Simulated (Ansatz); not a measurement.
## Point defect: Al vacancy in AlAs

Method: Ansatz 0.2.0, DFT PBE, scalar-relativistic, plane waves, PAW. Settings: 420 eV cutoff, 1×1×1 k-mesh, Gaussian smearing of 0.01 eV, collinear spin.

Host crystal, relaxed:

```
CELL_PARAMETERS angstrom
0.00000 2.86396 2.86396
2.86396 0.00000 2.86396
2.86396 2.86396 0.00000
ATOMIC_POSITIONS crystal
Al 0.00000 0.00000 0.00000
As 0.75000 0.75000 0.75000
```

Supercell of 54 atoms, rows in host cell vectors: 3 0 -3; 0 0 -3; 0 3 -3. Atoms relax at the host's cell, keeping the symmetry that the supercell leaves at the site. The cell is small, so energies carry finite-size errors of tenths of an eV. The zone centre alone is far too coarse a mesh for this cell, so the numbers show that error and aren't the defect's converged properties. The host's Kohn–Sham gap is 1.50 eV.

Defect: Al vacancy, charge 0.

Command:

```bash
ansatz run input.yaml --threads 4 --pin off --max-ram 10240MiB --backend cpu --events-out ev --progress --plain --runs-dir out
```

The input:

```yaml
crystal:
  lattice:
    - [-8.5918684815, 0.0, 8.5918684815]
    - [-8.5918684815, -8.5918684815, 0.0]
    - [0.0, -8.5918684815, 8.5918684815]
  atoms:
    - { symbol: Al, position: [0.0, 0.6666666667, 0.3333333333] }
    - { symbol: Al, position: [0.0, 0.3333333333, 0.3333333333] }
    - { symbol: Al, position: [0.0, 0.0, 0.6666666667] }
    - { symbol: Al, position: [0.0, 0.6666666667, 0.6666666667] }
    - { symbol: Al, position: [0.0, 0.3333333333, 0.6666666667] }
    - { symbol: Al, position: [0.0, 1.0, 0.0] }
    - { symbol: Al, position: [0.0, 0.6666666667, 0.0] }
    - { symbol: Al, position: [0.0, 0.3333333333, 0.0] }
    - { symbol: Al, position: [0.3333333333, 0.0, 0.3333333333] }
    - { symbol: Al, position: [0.3333333333, 0.6666666667, 0.3333333333] }
    - { symbol: Al, position: [0.3333333333, 0.3333333333, 0.3333333333] }
    - { symbol: Al, position: [0.3333333333, 1.0, 0.6666666667] }
    - { symbol: Al, position: [0.3333333333, 0.6666666667, 0.6666666667] }
    - { symbol: Al, position: [0.3333333333, 0.3333333333, 0.6666666667] }
    - { symbol: Al, position: [0.3333333333, 0.0, 0.0] }
    - { symbol: Al, position: [0.3333333333, 0.6666666667, 0.0] }
    - { symbol: Al, position: [0.3333333333, 0.3333333333, 0.0] }
    - { symbol: Al, position: [0.6666666667, 1.0, 0.3333333333] }
    - { symbol: Al, position: [0.6666666667, 0.6666666667, 0.3333333333] }
    - { symbol: Al, position: [0.6666666667, 0.3333333333, 0.3333333333] }
    - { symbol: Al, position: [0.6666666667, 0.0, 0.6666666667] }
    - { symbol: Al, position: [0.6666666667, 0.6666666667, 0.6666666667] }
    - { symbol: Al, position: [0.6666666667, 0.3333333333, 0.6666666667] }
    - { symbol: Al, position: [0.6666666667, 0.0, 0.0] }
    - { symbol: Al, position: [0.6666666667, 0.6666666667, 0.0] }
    - { symbol: Al, position: [0.6666666667, 0.3333333333, 0.0] }
    - { symbol: As, position: [0.25, 0.9166666667, 0.25], spin: 0.25 }
    - { symbol: As, position: [0.25, 0.5833333333, 0.25] }
    - { symbol: As, position: [0.25, 0.25, 0.25] }
    - { symbol: As, position: [0.25, 0.9166666667, 0.5833333333] }
    - { symbol: As, position: [0.25, 0.5833333333, 0.5833333333] }
    - { symbol: As, position: [0.25, 0.25, 0.5833333333] }
    - { symbol: As, position: [0.25, 0.9166666667, 0.9166666667] }
    - { symbol: As, position: [0.25, 0.5833333333, 0.9166666667] }
    - { symbol: As, position: [0.25, 0.25, 0.9166666667] }
    - { symbol: As, position: [0.5833333333, 0.9166666667, 0.25] }
    - { symbol: As, position: [0.5833333333, 0.5833333333, 0.25] }
    - { symbol: As, position: [0.5833333333, 0.25, 0.25] }
    - { symbol: As, position: [0.5833333333, 0.9166666667, 0.5833333333] }
    - { symbol: As, position: [0.5833333333, 0.5833333333, 0.5833333333] }
    - { symbol: As, position: [0.5833333333, 0.25, 0.5833333333] }
    - { symbol: As, position: [0.5833333333, 0.9166666667, 0.9166666667] }
    - { symbol: As, position: [0.5833333333, 0.5833333333, 0.9166666667] }
    - { symbol: As, position: [0.5833333333, 0.25, 0.9166666667] }
    - { symbol: As, position: [0.9166666667, 0.9166666667, 0.25], spin: 0.25 }
    - { symbol: As, position: [0.9166666667, 0.5833333333, 0.25] }
    - { symbol: As, position: [0.9166666667, 0.25, 0.25], spin: 0.25 }
    - { symbol: As, position: [0.9166666667, 0.9166666667, 0.5833333333], spin: 0.25 }
    - { symbol: As, position: [0.9166666667, 0.5833333333, 0.5833333333] }
    - { symbol: As, position: [0.9166666667, 0.25, 0.5833333333] }
    - { symbol: As, position: [0.9166666667, 0.9166666667, 0.9166666667] }
    - { symbol: As, position: [0.9166666667, 0.5833333333, 0.9166666667] }
    - { symbol: As, position: [0.9166666667, 0.25, 0.9166666667] }
  host:
    lattice:
      - [0.0, 2.8639561605, 2.8639561605]
      - [2.8639561605, 0.0, 2.8639561605]
      - [2.8639561605, 2.8639561605, 0.0]
    atoms:
      - { symbol: Al, position: [0.0, 0.0, 0.0] }
      - { symbol: As, position: [0.75, 0.75, 0.75] }
basis:
  ecutwfc: 420
  xc_grid: 2
kpoints:
  mp_grid: { grid: [1, 1, 1], shift: [0.0, 0.0, 0.0] }
hamiltonian:
  xc: pbe
scf:
  occupations: { method: gaussian, width: 0.01 }
output:
  forces: true
  stress: false
  eigenvalues: true
  populations: true
  charged_corrections:
    defect_position: [0.0, 0.0, 0.33333333]
    epsilon: [[11.5641, 0.0, 0.0], [0.0, 11.5641, 0.0], [0.0, 0.0, 11.5641]]
magnetization:
  spin_polarized: true
relax:
  adjacent_minimum: "off"
  f_tol: 0.025
  max_steps: 45
```

From the output:

```
Warning: RAYON_NUM_THREADS=4 ignored (pool sized by the plan → 4); use --threads N
Crystal: 53 atoms, lattice volume = 1268.507 Å³
Basis set: ecut = 420 eV, 24933 PW (Γ), exchange–correlation on 180×180×180 points (8 copies of the dense FFT grid, shifted against one another)
Bands: 295, of which v1, the nominal top of the filled ones, is band 242 counted from 1 (241 counted from 0)
Symmetry: 24 space group operations
Space group: F-43m (ITA 216), of the structure as read, at distance tolerance 1.1e-4 Å
k-points: 1
relax step   1: F+E_penalty+E_count = -145102.88234065 eV  Δ(F+E_penalty+E_count) = +0.000e0 eV  max|allowed force component| = 1.973e-1 eV/Å  Δτ_max = 0.0000 Å
relax step   2: F+E_penalty+E_count = -145102.96504618 eV  Δ(F+E_penalty+E_count) = -8.271e-2 eV  max|allowed force component| = 6.701e-2 eV/Å  Δτ_max = 0.1025 Å
relax step   3: F+E_penalty+E_count = -145102.97678744 eV  Δ(F+E_penalty+E_count) = -1.174e-2 eV  max|allowed force component| = 1.489e-2 eV/Å  Δτ_max = 0.0253 Å
SCF converged after 7 iterations
Free energy (F): -145102.976787 eV
E sigma→0 (E₀):  -145102.976787 eV
Fermi energy:    6.367877 eV
```

The relaxation gained 0.09 eV in 3 steps. Time: 43 s on 4 threads of Oxide Virtual Turin-like Processor (Zen 5), on a shared host, peak memory 2.5 GiB.